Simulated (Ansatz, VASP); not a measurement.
## TiB2: VASP beside Ansatz

The input INCAR:

```
SYSTEM = TiB2
  PREC = Accurate
  ENCUT = 520
  EDIFF = 1E-7
  ISMEAR = -1
  SIGMA = 0.05
  LREAL = .False.
  LASPH = .True.
  NELM = 60
  ALGO = Normal
  ISIF = 2
  LWAVE = .False.
  LCHARG = .True.
  LELF = .True.
  LVHAR = .True.
  NBANDS = 16
```

KPOINTS

```
regular mesh
0
Gamma
  10 10 8
  0 0 0
```

Contents of POSCAR:

```
TiB2
1.0
    2.9673622405      0.0000000000      0.0000000000
   -1.4836811203      2.5698110825      0.0000000000
    0.0000000000      0.0000000000      3.1624957934
Ti B
1 2
Direct
    0.0000000000      0.0000000000      0.0000000000
    0.6666666667      0.3333333333      0.5000000000
    0.3333333333      0.6666666667      0.5000000000
```

input.yaml

```yaml
crystal:
  lattice:
    - [2.9673622405, 0.0, 0.0]
    - [-1.4836811203, 2.5698110825, 0.0]
    - [0.0, 0.0, 3.1624957934]
  atoms:
    - { symbol: Ti, position: [0.0, 0.0, 0.0] }
    - { symbol: B, position: [0.6666666667, 0.3333333333, 0.5] }
    - { symbol: B, position: [0.3333333333, 0.6666666667, 0.5] }
kpoints:
  mp_grid: { grid: [10, 10, 8] }
scf:
  occupations: { method: fermi_dirac, width: 0.05 }
hamiltonian:
  xc: lda
  pseudopotentials: { kind: all_electron, lapw: { basis_error: 0.002 } }
output:
  forces: true
  stress: true
  eigenvalues: true
```

Change from the starting cell: volume scaled by 0.94.

Alike in both runs: task single point; functional LDA; k mesh 10 × 10 × 8; occupations fermi-dirac, width 0.05 eV; no spin polarisation.

|  | VASP | Ansatz |
| --- | --- | --- |
| version | VASP 6.6.1 | Ansatz 0.2.0 |
| potentials or method | VASP PAW LDA potentials, release 64 (Ti_sv, B) | all-electron LAPW, scalar-relativistic |
| plane-wave cutoff (eV) | 520 | see its input |

VASP gave:

| Property | Result |
| --- | --- |
| gap on the k mesh at the Fermi level (eV) | none |
| pressure (GPa) | 6.0 |
| largest component of the traceless stress (GPa) | 3.12 |

**Question.** What did Ansatz give for the same quantities?

**Answer.** gap on the k mesh at the Fermi level (eV): none; pressure (GPa): 5.4; largest component of the traceless stress (GPa): 3.07.

A gap of «none» marks a metal or a gap that the smearing closes. Ansatz ran all-electron here, so the differences hold the error of VASP's frozen core and of both bases.
